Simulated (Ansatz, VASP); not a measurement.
## Mg2Ge: VASP beside Ansatz

File INCAR:

```
PREC     = Accurate       # precision mode
ENCUT    = 600            # plane-wave cutoff, eV
EDIFF    = 1E-7           # SCF threshold, eV
ISMEAR   = 0              # smearing method
SIGMA    = 0.01           # smearing width, eV
LREAL    = False          # projectors in reciprocal space
LASPH    = True           # aspherical terms in the spheres
NELM     = 60             # most SCF steps
ALGO     = Normal         # electronic algorithm
ISIF     = 3              # what is computed and relaxed
LWAVE    = False          # write WAVECAR
LCHARG   = False          # write CHGCAR
GGA      = PE             # functional
IBRION   = 2              # ionic algorithm
NSW      = 80             # ionic steps
EDIFFG   = -0.001         # ionic threshold
```

File KPOINTS:

```
regular mesh
0
Gamma
  10 10 10
```

Contents of POSCAR:

```
Mg2Ge
1.0
    0.0000000000      3.2109592251      3.2109592251
    3.2109592251      0.0000000000      3.2109592251
    3.2109592251      3.2109592251      0.0000000000
Mg Ge
2 1
Direct
    0.2500000000      0.2500000000      0.2500000000
    0.7500000000      0.7500000000      0.7500000000
    0.0000000000      0.0000000000      0.0000000000
```

Input for Ansatz:

```yaml
crystal:
  lattice:
    - [0.0, 3.2109592251, 3.2109592251]
    - [3.2109592251, 0.0, 3.2109592251]
    - [3.2109592251, 3.2109592251, 0.0]
  atoms:
    - { symbol: Mg, position: [0.25, 0.25, 0.25] }
    - { symbol: Mg, position: [0.75, 0.75, 0.75] }
    - { symbol: Ge, position: [0.0, 0.0, 0.0] }
basis:
  ecutwfc: 420
kpoints:
  mp_grid: { grid: [10, 10, 10] }
hamiltonian:
  xc: pbe
scf:
  occupations: { method: gaussian, width: 0.01 }
output:
  forces: true
  stress: true
  eigenvalues: true
relax:
  adjacent_minimum: "off"
  f_tol: 0.001
  max_steps: 60
  cell: { stress_tol: 0.01 }
```

Alike in both runs: task relaxation of cell and atoms; functional PBE; k mesh 10 × 10 × 10; occupations gaussian, width 0.01 eV; no spin polarisation.

|  | VASP | Ansatz |
| --- | --- | --- |
| version | VASP 6.6.1 | Ansatz 0.2.0 |
| potentials or method | VASP PAW PBE potentials, release 64 (Mg, Ge_d) | scalar-relativistic, plane waves, PAW |
| plane-wave cutoff (eV) | 600 | 420 |
| valence electrons in the cell | 18 | 34 |

|  | VASP | Ansatz | Ansatz less VASP |
| --- | --- | --- | --- |
| gap on the k mesh at the Fermi level, each at its own relaxed structure (eV) | 0.16 | 0.17 | +0.005 |
| relaxed volume (Å³/atom) | 22.01 | 22.07 | +0.064 |
| relaxed cell length with the largest relative difference (Å) | 4.537 | 4.541 | +0.0044 |

The two sets of potentials don't hold the same shells in valence.

A k mesh can miss the band edges.
